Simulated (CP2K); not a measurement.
Crystal: SnTe.

```xyz
2
Lattice="4.4560 0.0000 0.0000 2.2280 3.8590 0.0000 2.2280 1.2863 3.6383" Properties=species:S:1:pos:R:3 pbc="T T T"
Te    4.4560    2.5727    1.8191
Sn    0.0000    0.0000    0.0000
```

Base run:

| Property | Result |
| --- | --- |
| Program | CP2K 2026.2 |
| Functional | OLYP |
| Potentials or basis | POTENTIAL_UZH Te GTH-PBE-q6, Sn GTH-PBE-q4; TZVP-MOLOPT-PBE-GTH basis |
| Density cutoff | 9184 eV |
| k mesh | 7 × 7 × 7 |
| Occupations | fermi-dirac, width 0.05 eV |
| Spin | no spin polarisation |

Its results: pressure 2.7 GPa.

Q: The run is repeated on the same cell with these changes: functional from OLYP to BLYP. What comes out?

A: Pressure 6.5 GPa.

Caveats: the potentials were made for another functional, which shifts forces and pressure; the basis of atomic orbitals isn't converged, which shifts pressures, moduli and gaps.

Not every run made on this cell is shown here.
